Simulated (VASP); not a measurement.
For cubic NaBr (rock salt), PBE GGA, VASP's PBE PAW potentials (set 64) in VASP gives ε∞ = 2.84, a static ε₀ = 7.00 and a transverse optical mode at 126 cm⁻¹.

Estimate the longitudinal optical frequency at Γ.

By the Lyddane-Sachs-Teller relation, ω_LO = ω_TO √(ε₀/ε∞) = 126 × √(7.00/2.84) = 198 cm⁻¹.

Measured: ε∞ 2.61 at 297 K (computed value off by +8.7 %), as given by H. H. Li, Journal of Physical and Chemical Reference Data (1976), doi:10.1063/1.555536 [long-wavelength limit of the electronic terms of a dispersion formula fitted to measured refractive indices over 0.21-34.0 um; lattice terms left out].

The compound is NaBr in the rock salt structure. It was relaxed first.
